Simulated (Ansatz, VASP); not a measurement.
## LiCl: VASP beside Ansatz

One calculation is typed for both programs; each brings its own data sets and cutoff. How far apart do they land? The cell is taken from a series of VASP runs on this material, whose earlier steps may have relaxed, scaled or displaced it; both programs get it as it stands.

Program: Ansatz 0.2.0. Level of theory: plane waves, with VASP 6.6.1 beside it; relaxation of cell and atoms at LDA. Results are calculated unless marked as measured.

## (1) The starting structure

It takes space group Fm-3m (No. 225, cubic). Conventional cell: a = 4.960 Å, b = 4.960 Å, c = 4.960 Å, α = 90.00°, β = 90.00°, γ = 90.00°. Li has 6 Cl at 2.48 Å nearest. Cl has 6 Li at 2.48 Å nearest. Farther neighbours and most contacts between anions are not listed.

As a file:

```cif
data_structure
_symmetry_space_group_name_H-M 'P 1'
_symmetry_Int_Tables_number 1
_cell_length_a 3.5072
_cell_length_b 3.5072
_cell_length_c 3.5072
_cell_angle_alpha 60.000
_cell_angle_beta 60.000
_cell_angle_gamma 60.000
_cell_volume 30.50
loop_
_atom_site_label
_atom_site_type_symbol
_atom_site_fract_x
_atom_site_fract_y
_atom_site_fract_z
_atom_site_occupancy
Li1 Li 0.00000 0.00000 0.00000 1
Cl2 Cl 0.50000 0.50000 0.50000 1
```

## (2) VASP: relaxation of cell and atoms, LDA

The relaxed volume is the usual yardstick between codes: its relative difference is about their pressure difference at one cell divided by the bulk modulus.

Lines of VASP's logs that name or quote its potential files are left out, and so is its time.

Input file INCAR:

```
SYSTEM = LiCl
PREC = Accurate
ENCUT = 650
EDIFF = 1E-06
NELM = 100
ISMEAR = 0
SIGMA = 0.05
LREAL = .FALSE.
ALGO = Normal
GGA = CA
NBANDS = 11
LORBIT = 11
LWAVE = .FALSE.
LCHARG = .FALSE.
KPAR = 2
IBRION = 2
NSW = 60
ISIF = 3
EDIFFG = -0.01
```

Input file POSCAR:

```
LiCl
1.0
    0.0000000000      2.4799637091      2.4799637091
    2.4799637091      0.0000000000      2.4799637091
    2.4799637091      2.4799637091      0.0000000000
Li Cl
1 1
Direct
    0.0000000000      0.0000000000      0.0000000000
    0.5000000000      0.5000000000      0.5000000000
```

Input file KPOINTS:

```
Automatic mesh
0
Gamma
8 8 8
0 0 0
```

Potentials, in the order of the species: Li_sv and Cl (LDA family, release 64).

Run with:

```sh
$ mpirun -np 2 vasp_std
```

Numbers of over 12 decimals in the logs are rounded to 6 here.

The log of the run:

```text
[banner, memory and clock lines left out]
running    2 mpi-ranks, on    1 nodes
 distrk:  each k-point on    1 cores,    2 groups
 distr:  one band on    1 cores,    1 groups

 POSCAR found type information on POSCAR LiCl
 POSCAR found :  2 types and       2 ions
 LDA part: xc-table for (Slater(with rela. corr.)+CA(PZ))
 , standard interpolation
 POSCAR, INCAR and KPOINTS ok, starting setup
 FFT: planning ... GRIDC
 FFT: planning ... GRID_SOFT
 FFT: planning ... GRID
 WAVECAR not read
 entering main loop
       N       E                     dE             d eps       ncg     rms          rms(c)
DAV:   1     0.435091541479E+02    0.43509E+02   -0.49104E+03   638   0.991E+02
DAV:   2    -0.563929988123E+01   -0.49148E+02   -0.47251E+02   833   0.157E+02
DAV:   3    -0.811052018612E+01   -0.24712E+01   -0.24645E+01   828   0.372E+01
DAV:   4    -0.816451777834E+01   -0.53998E-01   -0.53956E-01   910   0.583E+00
DAV:   5    -0.816523770543E+01   -0.71993E-03   -0.71989E-03   810   0.591E-01    0.253E+00
DAV:   6    -0.810310880219E+01    0.62129E-01   -0.11118E-01   837   0.163E+00    0.175E+00
DAV:   7    -0.809558857858E+01    0.75202E-02   -0.29996E-02   945   0.932E-01    0.834E-01
DAV:   8    -0.809541838137E+01    0.17020E-03   -0.23826E-03   903   0.348E-01    0.115E-01
DAV:   9    -0.809539970894E+01    0.18672E-04   -0.95779E-05   785   0.713E-02    0.248E-02
DAV:  10    -0.809540667575E+01   -0.69668E-05   -0.69120E-06   785   0.207E-02    0.626E-03
DAV:  11    -0.809540658066E+01    0.95082E-07   -0.79909E-07   480   0.679E-03
   1 F= -.80954066E+01 E0= -.80954066E+01  d E =-.809541E+01
 curvature:   0.00 expect dE= 0.000E+00 dE for cont linesearch  0.000E+00
 trial: gam= 0.00000 g(F)=  0.453E-61 g(S)=  0.117E-05 ort = 0.000E+00 (trialstep = 0.100E+01)
 search vector abs. value=  0.117E-05
 reached required accuracy - stopping structural energy minimisation
```

Parts of OUTCAR (step 2):

```text
ion  position               nearest neighbor table
   1  0.000  0.000  0.000-   2 2.48   2 2.48   2 2.48   2 2.48   2 2.48   2 2.48
   2  0.500  0.500  0.500-   1 2.48   1 2.48   1 2.48   1 2.48   1 2.48   1 2.48

  LATTYP: Found a face centered cubic cell.
 ALAT       =     4.9599274182

 Subroutine GETGRP returns: Found 48 space group operations
 (whereof 48 operations were pure point group operations)

The static configuration has the point symmetry O_h .

 Found     29 irreducible k-points:

   k-points           NKPTS =     29   k-points in BZ     NKDIM =     29   number of bands    NBANDS=     11

   dimension x,y,z NGX =    30 NGY =   30 NGZ =   30
   dimension x,y,z NGXF=    60 NGYF=   60 NGZF=   60

   ENCUT  =  650.0 eV  47.77 Ry    6.91 a.u.   7.29  7.29  7.29*2*pi/ulx,y,z

   NELECT =      10.0000    total number of electrons

 k-points in reciprocal lattice and weights: Automatic mesh
   0.00000000  0.00000000  0.00000000       0.002
   0.12500000  0.00000000  0.00000000       0.016
   0.25000000  0.00000000  0.00000000       0.016
   0.37500000  0.00000000  0.00000000       0.016
   0.50000000  0.00000000  0.00000000       0.008
   0.12500000  0.12500000  0.00000000       0.012
   0.25000000  0.12500000  0.00000000       0.047
   0.37500000  0.12500000  0.00000000       0.047
   0.50000000  0.12500000  0.00000000       0.047
[...]
-0.37500000  0.50000000  0.12500000       0.023
  -0.25000000  0.50000000  0.25000000       0.012

 average (electrostatic) potential at core
       1 -63.8951       2 -95.9351

 E-fermi :   1.4930

 k-point     1 :       0.0000    0.0000    0.0000
  band No.  band energies     occupation
      1     -41.0610      2.00000
      2     -12.4423      2.00000
      3       1.2716      2.00000
      4       1.2716      2.00000
      5       1.2716      2.00000
      6       7.9026      0.00000
      7      13.0868      0.00000
      8      13.0868      0.00000
      9      13.0868      0.00000
     10      15.9643      0.00000
    ...

 k-point     2 :       0.1250    0.0000    0.0000
  band No.  band energies     occupation
      1     -41.0603      2.00000
      2     -12.3474      2.00000
      3       0.6483      2.00000
      4       1.2216      2.00000
      5       1.2216      2.00000
      6       8.3609      0.00000
      7      12.3104      0.00000
      8      13.0168      0.00000
      9      13.0168      0.00000
     10      14.3828      0.00000
    ...

 k-point     3 :       0.2500    0.0000    0.0000
  band No.  band energies     occupation
      1     -41.0583      2.00000
      2     -12.1019      2.00000
      3      -0.5942      2.00000
      4       1.1087      2.00000
      5       1.1087      2.00000
      6       8.5322      0.00000
      7      11.8036      0.00000
      8      11.8036      0.00000
      9      12.4676      0.00000
     10      15.2953      0.00000
    ...

  Total        0.0040281      0.0040281      0.0040281     -0.0000000      0.0000000      0.0000000
  in kB        0.2115672      0.2115672      0.2115672     -0.0000000      0.0000000      0.0000000
  external PRESSURE =       0.2115672 kB  Pullay stress =       0.0000000 kB

  energy-cutoff  :      650.00
  volume of cell :       30.50
      direct lattice vectors                 reciprocal lattice vectors
     0.000000000  2.479963709  2.479963709    -0.201615854  0.201615854  0.201615854
     2.479963709  0.000000000  2.479963709     0.201615854 -0.201615854  0.201615854
     2.479963709  2.479963709  0.000000000     0.201615854  0.201615854 -0.201615854

 POSITION                                       TOTAL-FORCE (eV/Angst)
 -----------------------------------------------------------------------------------
      0.00000      0.00000      0.00000        -0.000000     -0.000000     -0.000000
      2.47996      2.47996      2.47996         0.000000      0.000000      0.000000
 -----------------------------------------------------------------------------------
    total drift:                               -0.000000     -0.000000      0.000000

  FREE ENERGIE OF THE ION-ELECTRON SYSTEM (eV)
  ---------------------------------------------------
  free  energy   TOTEN  =        -8.0954065807 eV

  energy  without entropy=       -8.0954065807  energy(sigma->0) =       -8.09540658

 reached required accuracy - stopping structural energy minimisation

 total charge
# of ion       s       p       d       tot
------------------------------------------
    1        2.010   0.057   0.000   2.067
    2        1.585   3.579   0.000   5.164
--------------------------------------------------
tot          3.596   3.636   0.000   7.232

[... 3 further parts left out ...]
```

CONTCAR:

```
LiCl
   1.00000000000000
     0.0000000000000000    2.4799637091000002    2.4799637091000002
     2.4799637091000002    0.0000000000000000    2.4799637091000002
     2.4799637091000002    2.4799637091000002    0.0000000000000000
  Li              Cl
     1     1
Direct
     0.0000000000000000    0.0000000000000000    0.0000000000000000
     0.5000000000000000    0.5000000000000000    0.5000000000000000
```

## (3) Ansatz: relaxation of cell and atoms, LDA

Ansatz runs on its default PAW (the set named soft_2) files.

The same cell, functional (in two slightly different forms), mesh and smearing now go to Ansatz, which takes its cutoff from its data sets.

Input file input.yaml:

```yaml
crystal:
  lattice:
    - [0.0, 2.4799637091, 2.4799637091]
    - [2.4799637091, 0.0, 2.4799637091]
    - [2.4799637091, 2.4799637091, 0.0]
  atoms:
    - { symbol: Li, position: [0.0, 0.0, 0.0] }
    - { symbol: Cl, position: [0.5, 0.5, 0.5] }
hamiltonian:
  xc: lda
  pseudopotentials: { kind: paw }
kpoints:
  mp_grid: { grid: [8, 8, 8] }
scf:
  occupations: { method: gaussian, width: 0.05 }
relax:
  f_tol: 0.01
  max_steps: 60
  cell: { stress_tol: 0.05 }
output:
  forces: true
  stress: true
```

Run with:

```sh
$ ansatz run input.yaml --threads 4 --pin off --max-ram 9216MiB --backend cpu --events-out ev --progress --plain --runs-dir out
```

The log of the run:

```text
Engine: ansatz 0.2.0, aarch64-unknown-linux-gnu
Pseudopotentials: kind: paw
Pseudopotential: Li, paw, valence charge 3, recommended cutoff 420 eV (normal), Li.paw.azcp
Pseudopotential: Cl, paw, valence charge 7, recommended cutoff 420 eV (normal), Cl.paw.azcp
Functional definition: SPW92
  exchange = slater_x
  correlation = pw_c
Crystal: 2 atoms, lattice volume = 30.505 Å³
Basis set: ecut = 420 eV, 609 PW (Γ)
Bands: 9, of which v1, the nominal top of the filled ones, is band 5 counted from 1 (4 counted from 0)
Symmetry: 48 space group operations
Space group: Fm-3m (ITA 225), of the structure as read, at distance tolerance 3.1e-5 Å
k-points: 29 of 512
Non-local potential: Li, projectors of the file, l = 0: 3, l = 1: 2, l = 2: 1
Non-local potential: Cl, projectors of the file, l = 0: 2, l = 1: 2, l = 2: 2
PAW form: soft (Blöchl's): semilocal exchange-correlation on the pseudo side does not see the compensation charge
PAW frozen core: Cl, regenerated for the run's functional, and the local potential with it (the file was generated under x = pbe(κ = 0.804, μ = 0.219515), c = pbe(β = 0.066725))
PAW one-centre angular grid: Li, 110 points (default); XC on 64 Gauss nodes
PAW one-centre angular grid: Cl, 110 points (default); XC on 64 Gauss nodes
Initial density: superposition of atomic densities (neutral atoms: chi_scale 0, normalization atom), corrected by the library's trained network
Initial wavefunctions: pseudopotential atomic-orbital guess
Functional: x = slater, c = lda
SCF iter   1: F=—  HF=-1249.484317 eV  |F-HF|=—  |Δ(HF+E_count)|=         —  Δρ=7.21e-3  dr2=1.14e-2  ethr=1.77e-3  ⟨swp⟩=5.1  Hψ=1795  notcnv=0
preconditioner: auto → none  [insulator: Δε(μ)=6.425 eV  Ē_g=14.321 eV  σ=0.050 eV  W_gap=1.00  n_scr=8 (ndim 8)  ℏωp=19.0 eV  f_vac=0.000  D(μ)=0.00/eV (n_scr^D=0)  ε∞_Penn≈2.8]
SCF iter   2: F=—  HF=-1249.477446 eV  |F-HF|=—  |Δ(HF+E_count)|=   6.87e-3  Δρ=3.16e-3  dr2=1.27e-3  ethr=1.14e-4  ⟨swp⟩=3.0  Hψ=720  notcnv=0
SCF iter   3: F=—  HF=-1249.476426 eV  |F-HF|=—  |Δ(HF+E_count)|=   1.02e-3  Δρ=5.84e-4  dr2=1.19e-4  ethr=1.27e-5  ⟨swp⟩=2.0  Hψ=401  notcnv=0
SCF iter   4: F=—  HF=-1249.476386 eV  |F-HF|=—  |Δ(HF+E_count)|=   4.09e-5  Δρ=9.54e-5  dr2=1.26e-6  ethr=1.19e-6  ⟨swp⟩=2.6  Hψ=382  notcnv=0
SCF iter   5: F=—  HF=-1249.476377 eV  |F-HF|=—  |Δ(HF+E_count)|=   8.39e-6  Δρ=5.03e-6  dr2=4.83e-9  ethr=1.26e-8  ⟨swp⟩=2.4  Hψ=407  notcnv=0
SCF iter   6: F=-1249.476377 eV  HF=-1249.476377 eV  |F-HF|=1.82e-12  |Δ(HF+E_count)|=   1.17e-9  Δρ=5.11e-7  dr2=2.27e-11  ethr=4.83e-11  ⟨swp⟩=1.1  Hψ=791  notcnv=0
SCF 1 converged in 6 iterations: F = -1249.476377 eV  dr2 = 2.27e-11
  greatest PAW one-centre occupation: 1.000 electrons in one spin orbital (limit 2), on the Li atom at site 0 (counted from 0), in its partial waves of l = 0
relax step   1: F+E_penalty+E_count = -1249.47637718 eV  Δ(F+E_penalty+E_count) = +0.000e0 eV  max|allowed force component| = 1.635e-30 eV/Å  Δτ_max = 0.0000 Å  P = +0.111 GPa  Ω = 30.505 Å³  (6 SCF iters, dr2 threshold 1.00e-7 eV, accepted)
[...]
relax step   2: F+E_penalty+E_count = -1249.47639965 eV  Δ(F+E_penalty+E_count) = -2.246e-5 eV  max|allowed force component| = 1.808e-30 eV/Å  Δτ_max = 0.0000 Å  P = +0.044 GPa  Ω = 30.554 Å³  energy of the carried Pulay correction = -1.510e-6 eV  (3 SCF iters, dr2 threshold 3.07e-8 eV, accepted)
[...]
relax step   3: F+E_penalty+E_count = -1249.47640000 eV  Δ(F+E_penalty+E_count) = -3.491e-7 eV  max|allowed force component| = 1.247e-30 eV/Å  Δτ_max = 0.0000 Å  P = +0.044 GPa  Ω = 30.554 Å³  stress off target by 4.38e-2 GPa  SCF on the basis re-selected at this cell (its energy is not comparable with the rows above)  (4 SCF iters)
basis re-selected at this cell: Δ(F+E_penalty+E_count) = -3.491e-7 eV, ΔP = +0.000 GPa vs the last step (what re-selecting the basis moved, of the pressure what is left beyond the Pulay correction that the steps carried, after the strain that the cell walked since its last selection, with what the two solves' SCF thresholds leave and, on support functions, any second-order correction that the steps lacked; it is no m [...]
SCF converged after 4 iterations
Free energy (F): -1249.476400 eV
Harris-Foulkes:  -1249.476400 eV  (|F-HF|=4.55e-13)
Internal energy: -1249.476400 eV  (E = F + TS)
E sigma→0 (E₀):  -1249.476400 eV
Fermi energy:    5.649504 eV
--- Per-component energies (eV) ---
  E_band       = -95.736762
  E_kinetic    = 184.450745
  E_local      = -304.533124  (includes V_loc(G=0)·N_el)
  E_nonlocal   = -2.700951
  E_hartree    = 86.726408
  E_xc         = -117.528489
  E_vxc        = -136.602617  (∫ρ·V_xc dr)
  E_paw        = -643.877306  (= ΣΔE_a)
  E_vpaw       = -9.803753  (= ΣTr[D̂ρ^β])
  E_aug_tail   = 0.000116  (compensation charges beyond the density's cutoff)
  E_ewald      = -452.204291
  E_core_change = 0.190492  (= ΣΔE_core)
  E_smearing   = -0.000000  (= −TS)
  E_closure    = 0.000000  (closes the sum)
  Σ components = -1249.476400   (vs F -1249.476400, Δ=0.00e0)
--- Forces (eV/Å), atoms counted from 1 ---
  atom   1  Li    -0.00000000     0.00000000     0.00000000
  atom   2  Cl     0.00000000    -0.00000000     0.00000000
  max |Σ_I F_I| component: 2.24e-30 eV/Å
--- Stress (GPa, compression-positive) ---
        0.043820      -0.000000      -0.000000
       -0.000000       0.043820       0.000000
       -0.000000      -0.000000       0.043820
  P = ⅓ Tr σ = 0.0438 GPa (0.438 kbar)
--- Relaxed structure (2 steps of the walk, 2 accepted, 1 SCFs on fresh bases) ---
  F+E_penalty+E_count = -1249.47640000 eV   max|allowed force component| = 1.247e-30 eV/Å   (the final SCF, on the basis selected at the relaxed cell)
  cell:  # Å, volume = 30.5544 Å³
    - [0, 2.481310, 2.481310]
    - [2.481310, 0, 2.481310]
    - [2.481310, 2.481310, 0]
  atoms:
    - { symbol: Li, position: [0, 0, 0] }
    - { symbol: Cl, position: [0.5, 0.5, 0.5] }
```

Run time: 0.5 s. Hardware: 4 threads of Arm Neoverse V2, shared host; peak memory 0.27 GiB; 1.3 s of CPU time.

## (4) Side by side

Known differences besides the potentials themselves: the two LDA forms differ slightly; both relaxations stop at a tolerance, which leaves soft axes loose, and VASP keeps its plane-wave basis; the cutoff is 420 eV in Ansatz and 650 eV in VASP; VASP's log shows a relativistic correction to its local exchange, Ansatz's none; Ansatz adds a Pulay correction to the stress that steers its cell, VASP none. Total energies have different zeros and are not compared.

Both answers:

```csv
quantity,Ansatz,VASP,difference
volume (Å³),30.55,30.50,+0.16 %
"edge a after relaxation, in the typed setting (Å)",3.509,3.507,+0.05 %
```

The walks stopped with 0.04 GPa left in Ansatz and 0.02 GPa in VASP; each walk ends within a tolerance, so the volume difference is uncertain by about these residues over the bulk modulus, most in soft cells.

## (5) What came out

| Quantity | Value |
| --- | --- |
| difference in volume (relaxation of cell and atoms, LDA) | 0.16 % |

The difference in volume is 0.16 % (relaxation of cell and atoms, LDA), within the 1.2 % picked in this series as the mark of a large difference, as far as the stopping tolerances let one tell. How closely two codes agree says nothing of how well the functional describes the real material.

[Lines on the potential files, build, host, timing and source positions are cut from VASP's logs without a mark.]

[Logs are printed without paths, hosts, clocks, repeated set-up lines and the standing remarks that a program may print on its own settings, such as how far it seeks lower states.]

[Hosts, paths, dates, database ids (printed as entryN), source tags and the programs' standing remarks are cut or masked in the printed files.]
